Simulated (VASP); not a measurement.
## Ag under changes of volume

One of the cells (16.909 Å³/atom); the others are scaled copies at fixed shape and fractional positions:

```
CELL_PARAMETERS angstrom
0.00000 2.03719 2.03719
2.03719 0.00000 2.03719
2.03719 2.03719 0.00000
ATOMIC_POSITIONS crystal
Ag 0.00000 0.00000 0.00000
```

| Item | Value |
| --- | --- |
| Program | VASP 6.6.1 |
| Functional | PBE |
| Dispersion | D3(BJ) |
| Potentials or basis | VASP PAW PBE potentials, release 64 (Ag) |
| Cutoff | 520 eV |
| k mesh | 10 × 10 × 10 |
| Occupations | fermi-dirac, width 0.05 eV |
| Spin | no spin polarisation |

```tsv
volume (Å³/atom)	energy over the lowest point (meV/atom)	pressure (GPa)
16.233	?	?
16.571	2.67	2.4
16.909	0.00	0.0
17.247	2.01	-2.1
17.586	8.11	-3.9
```

Task: What does the run at 16.233 Å³/atom give?

Result: Energy over the lowest point 10.62 meV/atom; pressure 5.0 GPa.

Worked out: A Birch-Murnaghan fit of order 2 (a polynomial in V^(-2/3)) to the other rows has its minimum at 16.93 Å³/atom with B0 = V·E''(V) = 108 GPa. It gives 10.37 meV/atom at 16.233 Å³/atom, against the run's 10.62, and -dE/dV = 4.9 GPa, against 5.0.

Energies are extrapolated to zero smearing.

Caveats: pairwise dispersion overbinds metals, which lowers pressure and volume.
